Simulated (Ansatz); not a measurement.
# What went wrong? generalised stacking fault on (111) (glide set) of a GaP-AlP solid solution (72 atoms)

Program: Ansatz 0.2.0. The cell: 18 Al, 36 P and 18 Ga.

Contents of input.yaml:

```yaml
crystal:
  lattice:
    - [6.68331, 0.0, 0.0]
    - [0.0, 11.57583, 0.0]
    - [2.22775, 0.0, 19.10326]
  atoms:
    - { symbol: Al, position: [0.49317, 0.16469, 0.0197] }
    - { symbol: P, position: [0.45532, 0.16679, 0.14378] }
    - { symbol: Ga, position: [0.77007, 0.16707, 0.18567] }
    - { symbol: P, position: [0.73287, 0.16841, 0.30947] }
    - { symbol: Ga, position: [0.99423, 0.00086, 0.0202] }
    - { symbol: P, position: [0.94768, 0.99994, 0.14529] }
    - { symbol: Al, position: [0.27244, 0.00026, 0.18533] }
    - { symbol: P, position: [0.22949, 0.99992, 0.30897] }
    - { symbol: Ga, position: [0.54811, 0.00057, 0.35109] }
    - { symbol: P, position: [0.50834, 0.99819, 0.47508] }
    - { symbol: Al, position: [0.49252, 0.50025, 0.01993] }
    - { symbol: P, position: [0.45179, 0.50019, 0.14412] }
    - { symbol: Ga, position: [0.76968, 0.49929, 0.18554] }
    - { symbol: P, position: [0.73057, 0.49907, 0.30821] }
    - { symbol: Al, position: [0.99428, 0.33292, 0.0212] }
    - { symbol: P, position: [0.95057, 0.3325, 0.14419] }
    - { symbol: Ga, position: [0.27123, 0.33346, 0.18511] }
    - { symbol: P, position: [0.23075, 0.33304, 0.30974] }
    [... 48 atom lines left out ...]
    - { symbol: Ga, position: [0.38578, 0.66634, 0.84504] }
    - { symbol: P, position: [0.34476, 0.66693, 0.96825] }
    - { symbol: Ga, position: [0.88598, 0.50025, 0.84606] }
    - { symbol: P, position: [0.84223, 0.49922, 0.97104] }
    - { symbol: Al, position: [0.88812, 0.83486, 0.84413] }
    - { symbol: P, position: [0.84311, 0.83301, 0.96964] }
kpoints:
  mp_grid: { grid: [2, 1, 1] }
hamiltonian:
  xc: pbe
scf:
  occupations: { method: fermi_dirac, width: 0.025 }
  max_iter: 50
output:
  forces: true
basis:
  ecutwfc: "30 meV"
```

Started as:

```
ansatz run input.yaml --threads 4 --pin off --max-ram 8192MiB --backend cpu --events-out ev --progress --plain --runs-dir out
```

Output:

```text
Error: inconsistent input (basis.ecutwfc, kpoints): the smallest per-k basis holds n_pw = 0 plane waves (k-point 1, counted from 0 among those solved) but the deck needs at least 235 band(s) per channel, and no run solves more bands than the smallest per-k basis has plane waves; [...]
```

Wall time 0.04 s (4 threads of Arm Neoverse V2, shared host); peak memory 0.074 GiB; 0.06 s of CPU time.

**Question.** What is wrong with this input, and how is it mended?

A cutoff in the wrong unit: basis.ecutwfc = "30 meV".

The fix is to take out basis.ecutwfc.

The program refused it before any cycle.

[Logs are printed without paths, hosts, clocks, repeated set-up lines and the standing remarks that a program may print on its own settings, such as how far it seeks lower states.]

[Hosts, paths, dates, database ids (printed as entryN), source tags and the programs' standing remarks are cut or masked in the printed files.]
